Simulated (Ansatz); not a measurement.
Relaxed CaF2 (fluorite):

```
CaF2
1.0
    0.00000     5.43914     5.43914
    2.71957     0.00000     2.71957
    2.71957     2.71957     0.00000
Ca F
2 4
Direct
  0.00000   0.00000   0.00000
  0.50000   0.00000   0.00000
  0.12500   0.25000   0.25000
  0.62500   0.25000   0.25000
  0.37500   0.75000   0.75000
  0.87500   0.75000   0.75000
```

The atoms are displaced by Q × the pattern below (from a DFPT mode at L = (0.5, 0.0, 0.0), largest move 1; Q in Å), at fixed cell. It is one choice among 2 degenerate patterns. (q is in reciprocal vectors of the primitive cell; the cell shown is doubled to hold the pattern.)

```
atom       x       y       z
----  ------  ------  ------
Ca1   -0.156   0.285  -0.442
Ca2    0.156  -0.285   0.442
F3     0.285  -0.520   0.805
F4    -0.285   0.520  -0.805
F5    -0.285   0.520  -0.805
F6     0.285  -0.520   0.805
```

Calculation: r2SCAN (plane waves to 500 eV, PAW, scalar-relativistic; Ansatz, a quantum-chemistry and plane-wave program). k mesh 11×11×11 (Γ-centred), Fermi-Dirac smearing 0.05 eV. CaF2 was relaxed with its symmetry unable to fall. 

| Q (Å) | −dE/dQ from forces (eV/Å) |
|---|---|
| -0.100 | 3.194 |
| -0.083 | 2.617 |
| -0.067 | 2.065 |
| -0.050 | 1.532 |
| -0.033 | 1.013 |
| -0.017 | 0.504 |
| 0.000 | 0.000 |
| 0.017 | -0.504 |
| 0.033 | -1.013 |
| 0.050 | -1.532 |
| 0.067 | -2.065 |
| 0.083 | -2.617 |
| 0.100 | -3.194 |

### Question
What harmonic wavenumber does the curvature at Q = 0 give?

### Answer
286 cm⁻¹. E″ = 30.22 eV/Å², M = Σ mᵢ|uᵢ|² = 100.1 u, ν̃ = 521.5·√(|E″|/M).

(A displaced cell: forces are minus the slopes of the energy, force constants its curvatures, and phonons follow from these.)
